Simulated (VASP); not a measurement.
Wanted: the native input for a VASP 6.6.1 run.

| Quantity | Value |
| --- | --- |
| Task | single point |
| Functional | PBE |
| Potentials or basis | VASP PAW PBE potentials, release 64 (Ta_pv, N) |
| Cutoff | 520 eV |
| k mesh | 10 × 10 × 4 |
| Occupations | fermi-dirac, width 0.05 eV |
| Spin | no spin polarisation |
| Further INCAR settings | ALGO = Normal; EDIFF = 1e-07; NBANDS = 27 |

The structure of Ta3N lies in POSCAR:

```
Ta3N
1.0
    3.0322239879      0.0000000000      0.0000000000
   -1.5161119940      2.6259830035      0.0000000000
    0.0000000000      0.0000000000      7.5241370000
Ta N
3 1
Direct
    0.6666666667      0.3333333333      0.8260700000
    0.3333333333      0.6666666667      0.1739300000
    0.0000000000      0.0000000000      0.5000000000
    0.0000000000      0.0000000000      0.0000000000
```

The cell comes from a database or a generator and needn't be the stable form of this composition.

The input as run:

INCAR

```
PREC = Accurate
ENCUT = 520
EDIFF = 1E-7
ISMEAR = -1
SIGMA = 0.05
LREAL = False
LASPH = True
NELM = 100
ALGO = Normal
ISIF = 2
LWAVE = False
LCHARG = False
GGA = PE
NBANDS = 27
```

KPOINTS

```
Automatic mesh
0
Gamma
  10 10 4
```

Potentials or basis: VASP PAW PBE potentials, release 64 (Ta_pv, N).

The run is started by

```sh
$ cat potpaw_PBE.64/Ta_pv/POTCAR potpaw_PBE.64/N/POTCAR > POTCAR
$ mpirun -np 1 vasp_std > vasp.out
```

It gave:

```yaml
Pressure: -0.4 GPa
Largest_force: 0.084 eV/Å
Band_gap_on_the_k_mesh: none (metal or under the smearing width)
```

Wall time 55 s on 1 thread of AMD EPYC 9R45 (Zen 5) (shared host), peak memory 0.18 GiB.
